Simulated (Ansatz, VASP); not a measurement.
One calculation of BeS, two programs

```
Be S
1.0
    -1.77561    1.77561    5.94915
     1.77561   -1.77561    5.94915
     1.77561    1.77561   -5.94915
Be S
2 2
Cartesian
  0.0000 0.0000 5.2998
  1.7756 0.0000 2.3252
  0.0000 0.0000 7.3189
  1.7756 0.0000 4.3443
```

Alike in both runs: functional PBE; k mesh 6 × 6 × 6; occupations gaussian, width 0.1 eV; no spin polarisation.

Ansatz relaxed the structure, and its values are those at the end. VASP's run is a single point on that final structure, the one shown.

```csv
,VASP,Ansatz
version,VASP 6.6.1,Ansatz 0.2.0
potentials or method,"VASP PAW PBE potentials, release 64 (Be, S)","scalar-relativistic, plane waves, PAW"
plane-wave cutoff (eV),520,420
valence electrons in the cell,16,16
```

|  | VASP | Ansatz | Ansatz less VASP |
| --- | --- | --- | --- |
| gap on the k mesh at the Fermi level (eV) | 1.76 | 1.74 | -0.019 |
| least direct gap on the mesh (eV) | 3.09 | 3.07 | -0.017 |
| pressure (GPa) | 0.0 | 0.0 | +0.01 |
| rms of the force components (eV/Å) | 0.009 | 0.008 | -0.0010 |

A k mesh can miss the band edges.
